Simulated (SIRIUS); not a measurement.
# BAs (F-43m) in SIRIUS: equation of state

Aim: energy against volume of BAs in PBEsol, for its equilibrium volume and stiffness.

Program: SIRIUS 7.10.0. These are calculated values, not measurements. Logs are shortened: lines on timing, memory, paths and dates and some standing lists are left out, and cuts for length are marked. The log counts tension as positive stress, the text compression.

**Experimental background.**

From “Basic Physical Properties of Cubic Boron Arsenide”, 2019, arxiv:1911.11281, for a bulk crystal of BAs: bulk modulus 148 GPa.

The results are compared with them further down.

## (1) Starting point

It takes space group F-43m (No. 216, cubic). The conventional cell has a = 4.777 Å, b = 4.777 Å, c = 4.777 Å, α = 90.00°, β = 90.00°, γ = 90.00°. Around As (site symmetry -43m) lie 4 B at 2.07 Å. Around B (site symmetry -43m) lie 4 As at 2.07 Å.

## (2) Single point, PBEsol, 12.81 Å³/atom (volume scaled by 0.94)

sirius.json

```json
{
  "control": {
    "processing_unit": "cpu",
    "verbosity": 2,
    "num_bands_to_print": 16,
    "print_forces": true,
    "print_stress": true
  },
  "parameters": {
    "electronic_structure_method": "pseudopotential",
    "xc_functionals": ["XC_GGA_X_PBE_SOL", "XC_GGA_C_PBE_SOL"],
    "gk_cutoff": 9.2,
    "pw_cutoff": 18.4,
    "ngridk": [10, 10, 10],
    "shiftk": [0, 0, 0],
    "smearing": "fermi_dirac",
    "smearing_width": 0.0018374661,
    "num_bands": 16,
    "num_mag_dims": 0,
    "num_dft_iter": 100,
    "energy_tol": 1e-08,
    "density_tol": 1e-06
  },
  "iterative_solver": {
    "type": "davidson",
    "min_tolerance": 1e-09,
    "tolerance_scale": [0.1, 0.25]
  },
  "mixer": {
    "type": "anderson",
    "beta": 0.7,
    "max_history": 8
  },
  "settings": {
    "tol_ne": 1e-10,
    "pseudo_grid_cutoff": 6.5
  },
  "unit_cell": {
    "lattice_vectors": [
      [0.0, 4.421470487566, 4.421470487566],
      [4.421470487566, 0.0, 4.421470487566],
      [4.421470487566, 4.421470487566, 0.0]
    ],
    "atom_coordinate_units": "lattice",
    "atom_types": ["As", "B"],
    "atom_files": {
      "As": "As.json",
      "B": "B.json"
    },
    "atoms": {
      "As": [
        [0.75, 0.75, 0.75]
      ],
      "B": [
        [0.0, 0.0, 0.0]
      ]
    }
  }
}
```

Potentials or basis: PseudoDojo 0.4.1 PBEsol standard (scalar relativistic).

Command:

```sh
$ upf_to_json As.upf
$ upf_to_json B.upf
$ OMP_NUM_THREADS=1 sirius.scf --input=sirius.json --output=out.json --task=0
```

Output:

```text
[info] SIRIUS version : 7.10.0
[info] number of MPI ranks           : 1
[info] MPI grid                      : 1 1
[info] maximum number of OMP threads : 1
[fft] FFT context for density and potential
[fft] =====================================
[fft]   comm size                             : 1
[fft]   plane wave cutoff                     : 18.4
[fft]   grid size                             : 40 40 40   total : 64000
[fft]   grid limits                           : -19 20   -19 20   -19 20
[fft]   number of G-vectors within the cutoff : 9075
[fft]   local number of G-vectors             : 9075
[fft]   number of G-shells                    : 515
[fft] FFT context for coarse grid
[fft] =====================================
[fft]   comm size                             : 1
[fft]   plane wave cutoff                     : 18.4
[fft]   grid size                             : 40 40 40   total : 64000
[fft]   grid limits                           : -19 20   -19 20   -19 20
[fft]   number of G-vectors within the cutoff : 9075
[fft]   local number of G-vectors             : 9075
[fft]   number of G-shells                    : 515
[unit cell] lattice vectors
[unit cell]   a1 :       0.0000000000      4.4214704876      4.4214704876
[unit cell]   a2 :       4.4214704876      0.0000000000      4.4214704876
[unit cell]   a3 :       4.4214704876      4.4214704876      0.0000000000
[unit cell] reciprocal lattice vectors
[unit cell]   b1 :      -0.7105311824      0.7105311824      0.7105311824
[unit cell]   b2 :       0.7105311824     -0.7105311824      0.7105311824
[unit cell]   b3 :       0.7105311824      0.7105311824     -0.7105311824
[unit cell] unit cell volume :       172.87420155 [a.u.^3]
[unit cell] 1/sqrt(omega)    :         0.07605625
[unit cell] MT volume        :         0.00000000 ( 0.00%)
[unit cell] IT volume        :       172.87420155 (100.00%)
[unit cell] number of atom types : 2
[unit cell] type id : 0 symbol : As mt_radius :  13.410000 num_atoms : 1
[unit cell] type id : 1 symbol :  B mt_radius :  15.330000 num_atoms : 1
[unit cell] total number of atoms : 2
[unit cell] number of symmetry classes : 2
[unit cell] number of PAW atoms : 0
[unit cell] atom id  type id  class id             position                      vector_field
[unit cell] ------------------------------------------------------------------------------------------
[unit cell]      0        0        0      0.75000   0.75000   0.75000      0.00000   0.00000   0.00000
[unit cell]      1        1        1      0.00000   0.00000   0.00000      0.00000   0.00000   0.00000
[unit cell] atom id         position (Cartesian, a.u.)
[unit cell] ---------------------------------------------
[unit cell]      0       6.632206    6.632206    6.632206
[unit cell]      1       0.000000    0.000000    0.000000
[unit cell] class id : 0 atom id : 0
[unit cell] class id : 1 atom id : 1
[unit cell] minimum bond length:     3.829106
[unit cell] total number of pseudo wave-functions: 13
[sym] space group number   : 216
[sym] international symbol : F-43m
[sym] Hall symbol          : F -4 2 3
[sym] space group transformation matrix :
[sym]   0.0000  0.5000  0.5000
[sym]  -0.5000 -0.5000  0.0000
[sym]   0.5000  0.0000  0.5000
[sym] space group origin shift :
[sym]   0.0000  0.0000  0.0000
[sym] number of space group operations  : 24
[sym] number of magnetic group operations : 24
[sym] metric tensor error: 0.0000e+00
[sym] rotation matrix error: 9.3554e-18
[sym] symmetry operations
[... list of symmetry operations ...]
[atom type] label          : As
[atom type] --------------------------------------------------------------------------------
[atom type] symbol         : As
[atom type] name           :
[atom type] zn             : 15
[... 260 lines left out ...]
[find] Hartree energy of density residual : 2.640032706129e-12
[find] bands are converged : true
[find] iterative solver converged : false
[find] +------------------------------+
[find] | SCF iteration  10 out of 100|
[find] +------------------------------+
[diagonalize] iterative solver tolerance (occupied, empty): 2.8259e-09 2.8259e-09
[diagonalize] average number of iterations: 2.70213
[diagonalize] Lowest band energies
[diagonalize] ik:    0   -0.871506   -0.871506   -0.871506   -0.870508   -0.870508   -0.137189    0.451419    0.451419    0.451419    0.574014    0.574014    0.574014    0.652503    0.807385    0.944373    0.944373
[diagonalize] ik:    1   -0.871491   -0.871470   -0.871470   -0.870507   -0.870507   -0.130798    0.398299    0.439452    0.439452    0.583457    0.589726    0.589726    0.680171    0.833069    0.897926    0.897926
[diagonalize] ik:    2   -0.871453   -0.871385   -0.871385   -0.870494   -0.870494   -0.111906    0.307279    0.416956    0.416956    0.579268    0.617390    0.617390    0.733638    0.869195    0.869195    0.870904
[diagonalize] ik:    3   -0.871407   -0.871301   -0.871301   -0.870457   -0.870457   -0.081749    0.218459    0.397254    0.397254    0.570752    0.631458    0.631458    0.772115    0.877287    0.888010    0.888010
[diagonalize] ik:    4   -0.871369   -0.871253   -0.871253   -0.870407   -0.870407   -0.045060    0.144886    0.384679    0.384679    0.564809    0.630792    0.630792    0.779372    0.907817    0.949404    0.949404
[diagonalize] ...
[diagonalize] ik:   42   -0.871413   -0.871087   -0.870847   -0.870613   -0.870376    0.023791    0.147870    0.213950    0.301176    0.566651    0.701792    0.742827    0.779227    0.864289    0.966680    1.092242
[diagonalize] ik:   43   -0.871655   -0.870851   -0.870788   -0.870734   -0.870267    0.030883    0.131035    0.270160    0.272756    0.536690    0.539806    0.846532    0.857612    0.928378    1.068972    1.073304
[diagonalize] ik:   44   -0.871416   -0.871129   -0.870846   -0.870624   -0.870358    0.009557    0.161866    0.235642    0.286554    0.614875    0.648918    0.686568    0.823913    0.873757    0.994958    1.087164
[diagonalize] ik:   45   -0.871339   -0.871181   -0.870814   -0.870616   -0.870375    0.026582    0.147300    0.226361    0.272984    0.625432    0.669286    0.713452    0.758220    0.888477    1.017187    1.073985
[diagonalize] ik:   46   -0.871427   -0.871083   -0.870781   -0.870656   -0.870348    0.034974    0.142938    0.239223    0.248813    0.617275    0.634291    0.752298    0.752374    0.923784    1.051433    1.051567
[find] Charges and magnetic moments
[find] --------------------------------------------------------------------------------
[find] total charge          : 18.000000
[find] Energy
[find] --------------------------------------------------------------------------------
[find] valence_eval_sum               :      -7.11536674
[find] <rho|V^{XC}>                   :     -17.50164529
[find] <rho|E^{XC}>                   :     -24.79410553
[find] <mag|B^{XC}>                   :       0.00000000
[find] <rho|V^{H}>                    :      59.44112341
[find] one-electron contribution      :     -49.05484486 (Ha),     -98.10968972 (Ry)
[find] hartree contribution           :      29.72056171
[find] xc contribution                :     -24.79410553
[find] ewald contribution             :     -64.74271206
[find] PAW contribution               :       0.00000000
[find] smearing (-TS)                 :      -0.00000001
[find] SCF correction                 :      -0.00000273
[find] Total energy                   :    -108.87110346 (Ha),    -217.74220693 (Ry)
[find] Free energy (E-TS)             :    -108.87110348 (Ha),    -217.74220695 (Ry)
[find] band gap (eV)                  :       1.03366915
[find] Efermi                         :       0.46977410
[find] iteration : 10, RMS : 6.540131242260e-08, energy difference : -5.947384806859e-10
[find] Hartree energy of density residual : 3.765044568087e-13
[find] bands are converged : true
[find] iterative solver converged : true
[find] converged after 11 SCF iterations!
[find] Charges and magnetic moments
[find] --------------------------------------------------------------------------------
[find] total charge          : 18.000000
[find] Energy
[find] --------------------------------------------------------------------------------
[find] valence_eval_sum               :      -7.11536674
[find] <rho|V^{XC}>                   :     -17.50164529
[find] <rho|E^{XC}>                   :     -24.79410553
[find] <mag|B^{XC}>                   :       0.00000000
[find] <rho|V^{H}>                    :      59.44112341
[find] one-electron contribution      :     -49.05484486 (Ha),     -98.10968972 (Ry)
[find] hartree contribution           :      29.72056171
[find] xc contribution                :     -24.79410553
[find] ewald contribution             :     -64.74271206
[find] PAW contribution               :       0.00000000
[find] smearing (-TS)                 :      -0.00000001
[find] SCF correction                 :      -0.00000273
[find] Total energy                   :    -108.87110346 (Ha),    -217.74220693 (Ry)
[find] Free energy (E-TS)             :    -108.87110348 (Ha),    -217.74220695 (Ry)
[find] band gap (eV)                  :       1.03366915
[find] Efermi                         :       0.46977410
[ground_state] === stress tensor components [kbar] ===
[ground_state] === stress_kin ===
[ground_state] -88876.624961   -0.000000    0.000000
[ground_state]    -0.000000-88876.624961    0.000000
[ground_state]     0.000000    0.000000-88876.624961
[ground_state] === stress_har ===
[ground_state] -16860.217657   -0.000000    0.000000
[ground_state]    -0.000000-16860.217657    0.000000
[ground_state]     0.000000    0.000000-16860.217657
[ground_state] === stress_ewald ===
[ground_state] 36727.980711    0.000000    0.000000
[ground_state]     0.00000036727.980711   -0.000000
[ground_state]     0.000000   -0.00000036727.980711
[ground_state] === stress_vloc ===
[ground_state] -4745.529013   -0.000000    0.000000
[ground_state]    -0.000000-4745.529013    0.000000
[ground_state]     0.000000    0.000000-4745.529013
[ground_state] === stress_xc ===
[ground_state] -12175.537390   -0.000000    0.000000
[ground_state]    -0.000000-12175.537390    0.000000
[ground_state]     0.000000    0.000000-12175.537390
[ground_state] === stress_core ===
[ground_state] 22264.828536    0.000000    0.000000
[ground_state]     0.00000022264.828536   -0.000000
[ground_state]     0.000000   -0.00000022264.828536
[ground_state] === stress_nonloc ===
[ground_state] 63575.773259    0.000000    0.000000
[ground_state]     0.00000063575.773259   -0.000000
[ground_state]     0.000000   -0.00000063575.773259
[ground_state] === stress_us_nl ===
[ground_state] 63575.773259    0.000000    0.000000
[ground_state]     0.00000063575.773259   -0.000000
[ground_state]     0.000000   -0.00000063575.773259
[ground_state] === stress_total ===
[ground_state]   -89.326517    0.000000    0.000000
[ground_state]     0.000000  -89.326517   -0.000000
[ground_state]     0.000000   -0.000000  -89.326517
[ground_state] ==== total Forces in Ha/bohr =====
[ground_state] atom:    0, force:       0.0000000      0.0000000      0.0000000
[ground_state] atom:    1, force:      -0.0000000     -0.0000000      0.0000000
[ground_state] ==== ultrasoft contribution from Qij =====
[ground_state] atom:    0, force:       0.0000000      0.0000000      0.0000000
[ground_state] atom:    1, force:       0.0000000      0.0000000      0.0000000
[ground_state] ==== non-local contribution from Beta-projector =====
[ground_state] atom:    0, force:       0.0000000      0.0000000      0.0000000
[ground_state] atom:    1, force:       0.0000000      0.0000000      0.0000000
[ground_state] ==== contribution from local potential =====
[ground_state] atom:    0, force:       0.0000000      0.0000000      0.0000000
[ground_state] atom:    1, force:      -0.0000000     -0.0000000      0.0000000
[ground_state] ==== contribution from core density =====
[ground_state] atom:    0, force:       0.0000000      0.0000000      0.0000000
[ground_state] atom:    1, force:       0.0000000      0.0000000     -0.0000000
[ground_state] ==== Ewald forces from ions =====
[ground_state] atom:    0, force:       0.0000000      0.0000000      0.0000000
[ground_state] atom:    1, force:       0.0000000      0.0000000      0.0000000
[~DFT_ground_state] local op. applied: 19361
[~DFT_ground_state] evp. work count: 4828.73
[~DFT_ground_state] number of iterative solver steps: 1588
```

Wall time 37 s (1 thread of Arm Neoverse V1, shared host); peak memory 0.32 GiB.

What came out:

```yaml
Free_energy: -2962.5336 eV
Pressure: 8.9 GPa
Band_gap_on_the_k_mesh: 1.03 eV
```

## (3) Single point, PBEsol, 13.08 Å³/atom (volume scaled by 0.96)

sirius.json: that of step 2 with these lines changed.

```diff
@@ -39,5 +39,5 @@
     "lattice_vectors": [
-      [0.0, 4.421470487566, 4.421470487566],
-      [4.421470487566, 0.0, 4.421470487566],
-      [4.421470487566, 4.421470487566, 0.0]
+      [0.0, 4.452608629497, 4.452608629497],
+      [4.452608629497, 0.0, 4.452608629497],
+      [4.452608629497, 4.452608629497, 0.0]
     ],
```

Potentials or basis: PseudoDojo 0.4.1 PBEsol standard (scalar relativistic).

Command:

```sh
$ upf_to_json As.upf
$ upf_to_json B.upf
$ OMP_NUM_THREADS=1 sirius.scf --input=sirius.json --output=out.json --task=0
```

Run time: 37 s. Hardware: 1 thread of Arm Neoverse V1, shared host; peak memory 0.32 GiB.

Results (log left out):

| Property | Result |
| --- | --- |
| Free energy | -2962.5579 eV |
| Pressure | 5.4 GPa |
| Band gap on the k mesh | 1.05 eV |

(Part 1 of 2 ends here.)
